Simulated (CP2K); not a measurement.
The system is Bi.

```
Bi
1.0
     3.23838    0.00000    0.00000
     0.00000    3.22164    0.00000
    -0.08045    0.00000    6.44389
Bi
2
Direct
  0.54425 0.00000 0.74958
  0.45575 0.00000 0.25042
```

This isn't the form of Bi at room conditions, which is rhombohedral.

```yaml
Program: CP2K 2026.2
Task: relaxation of cell and atoms
Functional: BEEF-vdW
Potentials_or_basis: POTENTIAL_UZH Bi GTH-PBE-q5; TZVP-MOLOPT-PBE-GTH basis
Density_cutoff: 9184 eV
k_mesh: 6 × 6 × 3
Occupations: fermi-dirac, width 0.05 eV
Spin: no spin polarisation
```

At the start: pressure 3.6 GPa; volume 33.61 Å³/atom.

Task: Where does the relaxation end?

Result: Over 25 steps the energy falls by 31.7 meV/atom and the volume is 36.11 Å³/atom (+7.4 %); space group Pm-3m (No. 221, to 0.05 Å).

Step by step:
```tsv
step	energy change (eV)	largest force (eV/Å)	volume (Å³)
1	0.0000	0.0661	67.23
2	-0.0051	0.0657	67.46
3	-0.0462	0.0634	70.90
4	-0.0477	0.0631	71.56
5	-0.0480	0.0627	71.73
6	-0.0492	0.0608	72.14
7	-0.0514	0.0564	72.64
8	-0.0550	0.0485	73.12
9	-0.0588	0.0373	73.18
10	-0.0611	0.0272	72.77
11	-0.0613	0.0283	72.53
12	-0.0614	0.0295	72.39
13	-0.0614	0.0294	72.34
14	-0.0617	0.0271	72.16
15	-0.0620	0.0237	72.04
16	-0.0625	0.0231	72.05
17	-0.0628	0.0238	72.20
18	-0.0628	0.0223	72.32
19	-0.0629	0.0206	72.37
20	-0.0630	0.0151	72.46
21	-0.0632	0.0074	72.50
22	-0.0634	0.0030	72.44
23	-0.0635	0.0054	72.31
24	-0.0635	0.0035	72.23
25	-0.0635	0.0035	72.23
```

Final structure:
```
Bi
1.0
     3.30551    0.00000    0.00000
     0.00000    3.30561    0.00000
    -0.04554    0.00000    6.61020
Bi
2
Direct
  0.49932 0.00000 0.74987
  0.50068 0.00000 0.25013
```

Caveat: the potentials were made for another functional, which shifts forces and pressure; the basis of atomic orbitals isn't converged, which shifts pressures, moduli and gaps.
